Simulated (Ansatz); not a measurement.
TiAl3 under changes of volume

One of the cells (15.474 Å³/atom); the others are scaled copies at fixed shape and fractional positions:

```xyz
4
Lattice="3.9557 0.0000 0.0000 0.0000 3.9557 0.0000 0.0000 0.0000 3.9557" Properties=species:S:1:pos:R:3 pbc="T T T"
Ti    0.0000    0.0000    0.0000
Al    0.0000    1.9778    1.9778
Al    1.9778    0.0000    1.9778
Al    1.9778    1.9778    0.0000
```

The cell comes from a database or a generator and needn't be the stable form of this composition.

* Program: Ansatz 0.2.0
* Functional: PBE
* Potentials or basis: Ansatz PAW
* Cutoff: 420 eV (not typed: the program's choice for these potentials)
* k mesh: 7 × 7 × 7
* Occupations: fermi-dirac, width 0.05 eV
* Spin: no spin polarisation

```csv
volume (Å³/atom),energy over the lowest point (meV/atom),pressure (GPa)
14.545,?,?
14.855,18.85,7.1
15.164,7.86,4.4
15.474,1.73,2.0
15.783,0.00,-0.1
16.093,2.27,-2.1
16.402,8.13,-3.9
```

Problem. What does the run at 14.545 Å³/atom give?

Solution. Energy over the lowest point 35.22 meV/atom; pressure 10.0 GPa.

Worked out: A Birch-Murnaghan fit of order 3 (a polynomial in V^(-2/3)) to the other rows has its minimum at 15.76 Å³/atom with B0 = V·E''(V) = 106 GPa and B' = 4.1. It gives 35.27 meV/atom at 14.545 Å³/atom, against the run's 35.22, and -dE/dV = 10.0 GPa, against 10.0.

Energies are extrapolated to zero smearing.
